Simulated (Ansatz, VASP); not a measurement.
## Ge in VASP and in Ansatz

File INCAR:

```
SYSTEM = Ge
ALGO = Normal
EDIFF = 1E-6
ENCUT = 520
GGA = PE
ISIF = 2
ISMEAR = -1
LASPH = .True.
LCHARG = .False.
LREAL = .False.
LWAVE = .False.
NBANDS = 21
NELM = 60
PREC = Accurate
SIGMA = 0.05
```

File KPOINTS:

```
k-points
0
Gamma
  6 6 6
  0 0 0
```

POSCAR

```
Ge
1.0
    0.0000000000      2.7563416131      2.7563416131
    2.7563416131      0.0000000000      2.7563416131
    2.7563416131      2.7563416131      0.0000000000
Ge
2
Direct
    0.0000000000      0.0000000000      0.0000000000
    0.2500000000      0.2500000000      0.2500000000
```

Input for Ansatz:

```yaml
crystal:
  lattice:
    - [0.0, 2.7563416130677365, 2.7563416130677365]
    - [2.7563416130677365, 0.0, 2.7563416130677365]
    - [2.7563416130677365, 2.7563416130677365, 0.0]
  atoms:
    - { symbol: Ge, position: [0.0, 0.0, 0.0] }
    - { symbol: Ge, position: [0.25, 0.25, 0.25] }
basis:
  ecutwfc: 500.0
kpoints:
  mp_grid:
    grid: [6, 6, 6]
hamiltonian:
  xc: pbe
scf:
  occupations:
    method: fermi_dirac
    width: 0.05
output:
  stress: true
```

Alike in both runs: task single point; functional PBE; k mesh 6 × 6 × 6; occupations fermi-dirac, width 0.05 eV; no spin polarisation.

|  | VASP | Ansatz |
| --- | --- | --- |
| version | VASP 6.6.1 | Ansatz 0.2.0 |
| potentials or method | VASP PAW PBE potentials, release 64 (Ge_d) | plane waves, PAW |
| plane-wave cutoff (eV) | 520 | 500 |
| valence electrons in the cell | 28 | 28 |

```csv
,VASP,Ansatz,Ansatz less VASP
pressure (GPa),10.6,10.6,+0.07
```

With one functional, cell and mesh, what is left measures potentials, basis and numerics.
